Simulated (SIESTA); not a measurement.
GaP: band structure with AM05

**Measured values to compare with.**

From “Stacking defects in GaP nanowires: Electronic structure and optical properties”, 2018, arxiv:1810.01194, for a bulk crystal of GaP at 10 K: band gap 2.34 eV (indirect).

The system is GaP.

```
CELL_PARAMETERS angstrom
0.00000 2.72525 2.72525
2.72525 0.00000 2.72525
2.72525 2.72525 0.00000
ATOMIC_POSITIONS crystal
Ga 0.00000 0.00000 0.00000
P 0.75000 0.75000 0.75000
```

| Item | Value |
| --- | --- |
| Program | SIESTA 5.4.2 |
| Task | band structure |
| Functional | AM05 |
| Potentials or basis | PseudoDojo 0.4 standard (PBEsol files) |
| Basis | DZP (energy shift 0.003 Ry; two zetas on semicore shells) |
| Grid cutoff | 800 Ry |
| Energy shift | 0.003 Ry |
| k mesh | 8 × 8 × 8 |
| Occupations | fermi-dirac, width 0.05 eV |
| Spin | no spin polarisation |

| Quantity | Value |
| --- | --- |
| Pressure | 0.2 GPa |
| Band gap on the k mesh | 1.60 eV, indirect (least direct gap 2.01 eV) |
| Band gap along the path | 1.55 eV, indirect (least direct gap 2.01 eV) |

Levels at the corners of the path, in eV from the valence-band top:
```csv
point,band 7,band 8,band 9,band 10,band 11,band 12
Γ,0.00,0.00,0.00,2.01,3.81,3.81
X,-6.86,-2.75,-2.75,1.61,1.78,10.75
W,-6.65,-3.63,-3.50,4.77,5.06,6.13
K,-6.65,-4.01,-2.31,2.16,4.87,8.32
Γ,0.00,0.00,0.00,2.01,3.81,3.81
L,-6.73,-1.14,-1.14,1.65,4.68,4.68
U,-6.65,-4.01,-2.31,2.16,4.87,8.32
W,-6.65,-3.63,-3.50,4.77,5.06,6.13
L,-6.73,-1.14,-1.14,1.65,4.68,4.68
K,-6.65,-4.01,-2.31,2.16,4.87,8.32
U,-6.65,-4.01,-2.31,2.16,4.87,8.32
X,-6.86,-2.75,-2.75,1.61,1.78,10.75
```

Run time: 46 s on 1 thread of Intel(R) Xeon(R) 6975P-C (Granite Rapids), with other jobs on the host, peak memory 0.35 GiB.

Against the measured gap of GaP, 2.34 eV (indirect; 10 K; quoted in “Stacking defects in GaP nanowires: Electronic structure and optical properties”, 2018, arxiv:1810.01194), the calculated 1.55 eV is off by -0.79 eV. Spin-orbit coupling on Ga is left out. The value is that of AM05 in an atomic basis (PseudoDojo 0.4 standard (PBEsol files), DZP (energy shift 0.003 Ry; two zetas on semicore shells)), whose error adds to the functional's,, without temperature or zero-point motion. Semilocal functionals fall short of measured gaps as a rule.

Caveat: the potentials were made for another functional, which shifts forces and pressure; the basis of atomic orbitals isn't converged, which shifts pressures, moduli and gaps.
